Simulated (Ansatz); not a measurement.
# ZrN (Fm-3m) in Ansatz: a series of runs

Runs on ZrN. Level: PBE. Tasks: single point.

All numbers are computed with Ansatz 0.2.0; they aren't measurements. Logs are shortened: lines on timing, memory, paths and dates and some standing lists are left out, and cuts for length are marked.

## 1. The structure

Symmetry: Fm-3m, No. 225, cubic system. The conventional cell has a = 4.600 Å, b = 4.600 Å, c = 4.600 Å, α = 90.00°, β = 90.00°, γ = 90.00°. Zr (site symmetry m-3m) is surrounded by 6 N at 2.30 Å. Around N (site symmetry m-3m) lie 6 Zr at 2.30 Å.

## 2. Single point, PBE

input.yaml

```yaml
crystal:
  lattice:
    - [0.0, 2.3, 2.3]
    - [2.3, 0.0, 2.3]
    - [2.3, 2.3, 0.0]
  atoms:
    - { symbol: Zr, position: [0.5, 0.5, 0.5] }
    - { symbol: "N", position: [0.0, 0.0, 0.0] }
hamiltonian:
  xc: pbe
  pseudopotentials: { kind: paw }
kpoints:
  mp_grid: { grid: [10, 10, 10] }
scf:
  occupations: { method: gaussian, width: 0.018 }
output:
  forces: true
  stress: true
  eigenvalues: true
```

Potentials or basis: Ansatz PAW.

Started as:

```console
> ansatz run input.yaml --threads 2 --pin off --max-ram 5632MiB --backend cpu --events-out ev --progress --plain --runs-dir out
```

Output:

```text
Warning: RAYON_NUM_THREADS=2 ignored (pool sized by the plan → 2); use --threads N
Engine: ansatz 0.2.0, aarch64-unknown-linux-gnu
Pseudopotentials: kind: paw
Pseudopotential: Zr, paw, valence charge 12, recommended cutoff 420 eV (normal), Zr.paw.azcp
Pseudopotential: N, paw, valence charge 5, recommended cutoff 420 eV (normal), N.paw.azcp
Functional definition: PBE
  parameter kappa = 0.804
  parameter beta = 0.06672455060314922
  exchange = pbe_x(kappa = kappa, mu = beta*pi^2/3)
  correlation = pbe_c(beta = beta)
Crystal: 2 atoms, lattice volume = 24.334 Å³
Basis set: ecut = 420 eV, 531 PW (Γ), exchange–correlation on 48×48×48 points (8 copies of the dense FFT grid, shifted against one another)
Bands: 13, of which v1, the nominal top of the filled ones, is band 9 counted from 1 (8 counted from 0)
Symmetry: 48 space group operations
Space group: Fm-3m (ITA 225), of the structure as read, at distance tolerance 2.9e-5 Å
k-points: 47 of 1000
Non-local potential: Zr, projectors of the file, l = 0: 3, l = 1: 2, l = 2: 2, l = 3: 2
Non-local potential: N, projectors of the file, l = 0: 2, l = 1: 2, l = 2: 1
PAW form: soft (Blöchl's): semilocal exchange-correlation on the pseudo side does not see the compensation charge
PAW one-centre angular grid: Zr, 590 points (default); XC on 64 Gauss nodes
PAW one-centre angular grid: N, 110 points (default); XC on 64 Gauss nodes
Initial density: superposition of atomic densities (neutral atoms: chi_scale 0, normalization atom), corrected by the library's trained network
Initial wavefunctions: pseudopotential atomic-orbital guess
Functional: x = pbe(κ = 0.804, μ = 0.2195149727645171), c = pbe(β = 0.06672455060314922)
SCF iter   1: F=—  HF=-4571.306207 eV  |F-HF|=—  |Δ(HF+E_count)|=         —  Δρ=7.75e-4  dr2=6.98e-5  ethr=1.77e-3  ⟨swp⟩=5.7  Hψ=3089  notcnv=0
preconditioner: auto → none  [metal: Δε(μ)=0.014 eV  Ē_g=18.798 eV  σ=0.018 eV  W_gap=0.42  n_scr=8 (ndim 8)  ℏωp=29.2 eV  f_vac=0.000  D(μ)=1.89/eV (n_scr^D=14)  sad-step TF]
SCF iter   2: F=—  HF=-4571.306026 eV  |F-HF|=—  |Δ(HF+E_count)|=   1.82e-4  Δρ=3.60e-4  dr2=1.45e-5  ethr=4.11e-7  ⟨swp⟩=2.1  Hψ=1442  notcnv=0
SCF iter   3: F=—  HF=-4571.306059 eV  |F-HF|=—  |Δ(HF+E_count)|=   3.36e-5  Δρ=1.14e-4  dr2=2.44e-6  ethr=8.54e-8  ⟨swp⟩=2.4  Hψ=807  notcnv=0
SCF iter   4: F=—  HF=-4571.306060 eV  |F-HF|=—  |Δ(HF+E_count)|=   4.57e-7  Δρ=2.97e-5  dr2=1.89e-7  ethr=1.44e-8  ⟨swp⟩=2.3  Hψ=930  notcnv=0
iter 5 did not close the SCF: its close was put off for the readings that it lacked (scf_convergence_deferred on its scf_iter line)
SCF iter   5: F=-4571.306060 eV  HF=-4571.306060 eV  |F-HF|=8.09e-10  |Δ(HF+E_count)|=   5.11e-8  Δρ=4.02e-6  dr2=2.56e-9  ethr=1.11e-9  ⟨swp⟩=2.0  Hψ=994  notcnv=0
SCF iter   6: F=-4571.306060 eV  HF=-4571.306060 eV  |F-HF|=2.13e-10  |Δ(HF+E_count)|=   2.23e-9  Δρ=1.43e-6  dr2=3.34e-10  ethr=1.50e-11  ⟨swp⟩=2.9  Hψ=2019  notcnv=0
SCF 1 converged in 6 iterations: F = -4571.306060 eV  dr2 = 3.34e-10
SCF converged after 6 iterations
Free energy (F): -4571.306060 eV
Harris-Foulkes:  -4571.306060 eV  (|F-HF|=2.13e-10)
Internal energy: -4571.305755 eV  (E = F + TS)
E sigma→0 (E₀):  -4571.305907 eV
Entropy (-TS):   -0.000305 eV (-0.152 meV/atom)
Fermi energy:    17.533566 eV
--- Per-component energies (eV) ---
  E_band       = -29.000210
  E_kinetic    = 466.906447
  E_local      = -628.598013  (includes V_loc(G=0)·N_el)
  E_nonlocal   = 123.165444
  E_hartree    = 189.144960
  E_xc         = -224.089976
  E_vxc        = -270.508402  (∫ρ·V_xc dr)
  E_paw        = -3080.393675  (= ΣΔE_a)
  E_vpaw       = -98.255333  (= ΣTr[D̂ρ^β])
  E_aug_tail   = 0.000114  (compensation charges beyond the density's cutoff)
  E_ewald      = -1417.441055
  E_smearing   = -0.000305  (= −TS)
  E_closure    = 0.000000  (closes the sum)
  Σ components = -4571.306060   (vs F -4571.306060, Δ=0.00e0)
--- Forces (eV/Å), atoms counted from 1 ---
  atom   1  Zr     0.00000000    -0.00000000    -0.00000000
  atom   2  N     -0.00000000     0.00000000     0.00000000
  max |Σ_I F_I| component: 3.03e-29 eV/Å
--- Stress (GPa, compression-positive) ---
       -0.859855       0.000000      -0.000000
        0.000000      -0.859855      -0.000000
        0.000000      -0.000000      -0.859855
  P = ⅓ Tr σ = -0.8599 GPa (-8.599 kbar)
--- Band table (eV; the first three rows and the last of 47) ---
  k-point 0: bands = ["-32.1033", "-9.7364", "-9.7364", "-9.7364", "1.2511", "14.8432", "14.8432", "14.8432", "17.1071", "17.1071", "17.1071", "19.0650", "19.0650"]
  k-point 1: bands = ["-32.0905", "-9.8551", "-9.7451", "-9.7451", "1.4474", "14.0603", "14.3150", "14.3150", "17.3620", "17.3942", "17.3942", "19.7610", "19.7610"]
  k-point 2: bands = ["-32.0569", "-10.1525", "-9.7681", "-9.7681", "1.9624", "12.6161", "13.3716", "13.3716", "17.8064", "18.0990", "18.0990", "21.2892", "21.2892"]
  k-point 46: bands = ["-31.9237", "-10.4455", "-10.2762", "-10.1360", "2.3117", "12.2783", "12.7594", "12.8328", "17.4912", "19.5180", "21.9759", "21.9822", "23.2564"]
```

Run time: 0.74 s. Hardware: 2 threads of Arm Neoverse V1, shared host; peak memory 0.28 GiB.

Results:

| Quantity | Value |
| --- | --- |
| Free energy | -4571.3061 eV |
| Pressure | -0.9 GPa |
| Band gap on the k mesh | none (metal or under the smearing width) |

Levels at points of the mesh, in eV from the Fermi level:
| k point | band 5 | band 6 | band 7 | band 8 | band 9 | band 10 | band 11 | band 12 | band 13 |
| --- | --- | --- | --- | --- | --- | --- | --- | --- | --- |
| (0.00, 0.00, 0.00) | -16.28 | -2.69 | -2.69 | -2.69 | -0.43 | -0.43 | -0.43 | 1.53 | 1.53 |
| (0.00, 0.00, -0.50) | -14.12 | -7.65 | -5.68 | -5.68 | 2.94 | 3.00 | 3.00 | 4.67 | 7.57 |
| (0.00, -0.50, -0.50) | -15.74 | -4.61 | -3.47 | -3.20 | -3.20 | 3.29 | 4.43 | 4.43 | 4.81 |

Caveat: the pressure holds a Pulay correction of +0.4 GPa for the finite cutoff.

## 3. Single point, PBE

Edit input.yaml of step 2 so:

```diff
@@ -14,3 +14,3 @@
 scf:
-  occupations: { method: gaussian, width: 0.018 }
+  occupations: { method: gaussian, width: 0.019 }
 output:
```

Potentials or basis: Ansatz PAW.

Started as:

```console
> ansatz run input.yaml --threads 2 --pin off --max-ram 5632MiB --backend cpu --events-out ev --progress --plain --runs-dir out
```

Output:

```text
Warning: RAYON_NUM_THREADS=2 ignored (pool sized by the plan → 2); use --threads N
[... 9 set-up lines as earlier in the session ...]
Crystal: 2 atoms, lattice volume = 24.334 Å³
Basis set: ecut = 420 eV, 531 PW (Γ), exchange–correlation on 48×48×48 points (8 copies of the dense FFT grid, shifted against one another)
Bands: 13, of which v1, the nominal top of the filled ones, is band 9 counted from 1 (8 counted from 0)
[... 2 set-up lines as earlier in the session ...]
k-points: 47 of 1000
[... 25 lines left out ...]
--- Per-component energies (eV) ---
  E_band       = -29.000411
  E_kinetic    = 466.906317
  E_local      = -628.597723  (includes V_loc(G=0)·N_el)
  E_nonlocal   = 123.165472
  E_hartree    = 189.144755
  E_xc         = -224.089974
  E_vxc        = -270.508396  (∫ρ·V_xc dr)
  E_paw        = -3080.393655  (= ΣΔE_a)
  E_vpaw       = -98.255317  (= ΣTr[D̂ρ^β])
  E_aug_tail   = 0.000114  (compensation charges beyond the density's cutoff)
  E_ewald      = -1417.441055
  E_smearing   = -0.000327  (= −TS)
  E_closure    = 0.000000  (closes the sum)
  Σ components = -4571.306077   (vs F -4571.306077, Δ=0.00e0)
--- Forces (eV/Å), atoms counted from 1 ---
  atom   1  Zr     0.00000000    -0.00000000    -0.00000000
  atom   2  N     -0.00000000     0.00000000     0.00000000
  max |Σ_I F_I| component: 3.10e-29 eV/Å
--- Stress (GPa, compression-positive) ---
       -0.859511       0.000000      -0.000000
       -0.000000      -0.859511      -0.000000
        0.000000      -0.000000      -0.859511
  P = ⅓ Tr σ = -0.8595 GPa (-8.595 kbar)
--- Band table (eV; the first three rows and the last of 47) ---
  k-point 0: bands = ["-32.1033", "-9.7364", "-9.7364", "-9.7364", "1.2511", "14.8432", "14.8432", "14.8432", "17.1071", "17.1071", "17.1071", "19.0650", "19.0650"]
  k-point 1: bands = ["-32.0905", "-9.8551", "-9.7452", "-9.7452", "1.4474", "14.0602", "14.3150", "14.3150", "17.3620", "17.3942", "17.3942", "19.7610", "19.7610"]
  k-point 2: bands = ["-32.0569", "-10.1525", "-9.7681", "-9.7681", "1.9624", "12.6161", "13.3716", "13.3716", "17.8064", "18.0990", "18.0990", "21.2892", "21.2892"]
  k-point 46: bands = ["-31.9238", "-10.4455", "-10.2762", "-10.1360", "2.3116", "12.2783", "12.7594", "12.8328", "17.4912", "19.5180", "21.9759", "21.9822", "23.2564"]
```

Run time: 0.75 s. Hardware: 2 threads of Arm Neoverse V1, shared host; peak memory 0.28 GiB.

What came out:

| Property | Result |
| --- | --- |
| Free energy | -4571.3061 eV |
| Pressure | -0.9 GPa |
| Band gap on the k mesh | none (metal or under the smearing width) |

Caveat: the pressure holds a Pulay correction of +0.4 GPa for the finite cutoff.

## 4. Single point, PBE

Edit input.yaml of step 3 so:

```diff
@@ -14,3 +14,3 @@
 scf:
-  occupations: { method: gaussian, width: 0.019 }
+  occupations: { method: gaussian, width: 0.02 }
 output:
@@ -19 +19,5 @@
   eigenvalues: true
+  write_density: true
+  write_potential: true
+  elf: true
+  volumetric_format: npy
```

Potentials or basis: Ansatz PAW.

Started as:

```console
> ansatz run input.yaml --threads 2 --pin off --max-ram 5632MiB --backend cpu --events-out ev --progress --plain --runs-dir out
```

Output:

```text
Warning: RAYON_NUM_THREADS=2 ignored (pool sized by the plan → 2); use --threads N
[... 9 set-up lines as earlier in the session ...]
Crystal: 2 atoms, lattice volume = 24.334 Å³
Basis set: ecut = 420 eV, 531 PW (Γ), exchange–correlation on 48×48×48 points (8 copies of the dense FFT grid, shifted against one another)
Bands: 13, of which v1, the nominal top of the filled ones, is band 9 counted from 1 (8 counted from 0)
[... 2 set-up lines as earlier in the session ...]
k-points: 47 of 1000
[... 8 set-up lines as earlier in the session ...]
SCF iter   1: F=—  HF=-4571.306246 eV  |F-HF|=—  |Δ(HF+E_count)|=         —  Δρ=7.74e-4  dr2=6.98e-5  ethr=1.77e-3  ⟨swp⟩=5.6  Hψ=3070  notcnv=0
preconditioner: auto → none  [metal: Δε(μ)=0.014 eV  Ē_g=18.798 eV  σ=0.020 eV  W_gap=0.38  n_scr=8 (ndim 8)  ℏωp=29.2 eV  f_vac=0.000  D(μ)=1.76/eV (n_scr^D=14)  sad-step TF]
SCF iter   2: F=—  HF=-4571.306060 eV  |F-HF|=—  |Δ(HF+E_count)|=   1.85e-4  Δρ=3.59e-4  dr2=1.45e-5  ethr=4.11e-7  ⟨swp⟩=2.1  Hψ=1434  notcnv=0
SCF iter   3: F=—  HF=-4571.306094 eV  |F-HF|=—  |Δ(HF+E_count)|=   3.35e-5  Δρ=1.14e-4  dr2=2.44e-6  ethr=8.51e-8  ⟨swp⟩=2.4  Hψ=810  notcnv=0
SCF iter   4: F=—  HF=-4571.306094 eV  |F-HF|=—  |Δ(HF+E_count)|=   4.62e-7  Δρ=2.95e-5  dr2=1.87e-7  ethr=1.43e-8  ⟨swp⟩=2.3  Hψ=930  notcnv=0
iter 5 did not close the SCF: its close was put off for the readings that it lacked (scf_convergence_deferred on its scf_iter line)
SCF iter   5: F=-4571.306094 eV  HF=-4571.306094 eV  |F-HF|=7.65e-10  |Δ(HF+E_count)|=   5.03e-8  Δρ=4.01e-6  dr2=2.56e-9  ethr=1.10e-9  ⟨swp⟩=2.0  Hψ=994  notcnv=0
SCF iter   6: F=-4571.306094 eV  HF=-4571.306094 eV  |F-HF|=2.13e-10  |Δ(HF+E_count)|=   2.36e-9  Δρ=1.43e-6  dr2=3.34e-10  ethr=1.51e-11  ⟨swp⟩=5.6  Hψ=3124  notcnv=0
SCF 1 converged in 6 iterations: F = -4571.306094 eV  dr2 = 3.34e-10
SCF converged after 6 iterations
Free energy (F): -4571.306094 eV
Harris-Foulkes:  -4571.306094 eV  (|F-HF|=2.13e-10)
Internal energy: -4571.305744 eV  (E = F + TS)
E sigma→0 (E₀):  -4571.305919 eV
Entropy (-TS):   -0.000350 eV (-0.175 meV/atom)
Fermi energy:    17.533188 eV
--- Per-component energies (eV) ---
  E_band       = -29.000599
  E_kinetic    = 466.906196
  E_local      = -628.597450  (includes V_loc(G=0)·N_el)
  E_nonlocal   = 123.165497
  E_hartree    = 189.144561
  E_xc         = -224.089971
  E_vxc        = -270.508391  (∫ρ·V_xc dr)
  E_paw        = -3080.393636  (= ΣΔE_a)
  E_vpaw       = -98.255301  (= ΣTr[D̂ρ^β])
  E_aug_tail   = 0.000114  (compensation charges beyond the density's cutoff)
  E_ewald      = -1417.441055
  E_smearing   = -0.000350  (= −TS)
  E_closure    = -0.000000  (closes the sum)
  Σ components = -4571.306094   (vs F -4571.306094, Δ=0.00e0)
--- Forces (eV/Å), atoms counted from 1 ---
  atom   1  Zr     0.00000000     0.00000000     0.00000000
  atom   2  N     -0.00000000     0.00000000    -0.00000000
  max |Σ_I F_I| component: 2.25e-29 eV/Å
--- Stress (GPa, compression-positive) ---
       -0.859193       0.000000       0.000000
        0.000000      -0.859193      -0.000000
        0.000000      -0.000000      -0.859193
  P = ⅓ Tr σ = -0.8592 GPa (-8.592 kbar)
--- Band table (eV; the first three rows and the last of 47) ---
  k-point 0: bands = ["-32.1033", "-9.7364", "-9.7364", "-9.7364", "1.2510", "14.8432", "14.8432", "14.8432", "17.1071", "17.1071", "17.1071", "19.0650", "19.0650"]
  k-point 1: bands = ["-32.0905", "-9.8552", "-9.7452", "-9.7452", "1.4474", "14.0602", "14.3150", "14.3150", "17.3620", "17.3942", "17.3942", "19.7610", "19.7610"]
  k-point 2: bands = ["-32.0569", "-10.1525", "-9.7681", "-9.7681", "1.9624", "12.6161", "13.3715", "13.3715", "17.8064", "18.0989", "18.0989", "21.2891", "21.2891"]
  k-point 46: bands = ["-31.9238", "-10.4455", "-10.2762", "-10.1360", "2.3116", "12.2783", "12.7593", "12.8328", "17.4912", "19.5180", "21.9759", "21.9821", "23.2564"]
```

v_z.tsv:

```text
# z_ang	v_es[eV]	v_tot[eV]
# format = ansatz-planar-average/11
# xc	pbe
# density_cutoff_ev	1680
# datasets	Zr=:simpson_from_first_knot:soft	N=:simpson_from_first_knot:soft
# lattice	0.000000000	2.300000000	2.300000000
# lattice	2.300000000	0.000000000	2.300000000
# lattice	2.300000000	2.300000000	0.000000000
# sites	2
# site	40	2.300000000	2.300000000	2.300000000
# site	7	0.000000000	0.000000000	0.000000000
0.000000	8.680960e0	-3.405440e0
0.135529	8.842639e0	-3.211304e0
0.271058	9.269688e0	-2.716566e0
0.406586	9.767367e0	-2.172292e0
0.542115	1.002440e1	-1.924071e0
0.677644	9.668632e0	-2.354355e0
[... 16 lines left out ...]
2.981634	9.269688e0	-2.716566e0
3.117162	8.842639e0	-3.211304e0
```

It took 0.93 s on 2 threads of Arm Neoverse V1, shared host; peak memory 0.29 GiB.

What came out:

```
Free energy            : -4571.3061 eV
Pressure               : -0.9 GPa
Band gap on the k mesh : none (metal or under the smearing width)
```

Caveat: the pressure holds a Pulay correction of +0.4 GPa for the finite cutoff.

## 5. Summary

```csv
smearing,gap on the mesh (eV),pressure (GPa)
gaussian 0.018 eV,none,-0.9
gaussian 0.019 eV,none,-0.9
gaussian 0.02 eV,none,-0.9
```

Alike in all rows: task single point; level PBE; potentials or basis Ansatz PAW; no spin polarisation; cell as given; k mesh 10 × 10 × 10; cutoff (eV) 420.

Every run on the cell as given and a fine mesh finds a metal.

Total energies depend on the potentials used, so only differences within one code and one set of settings carry meaning.
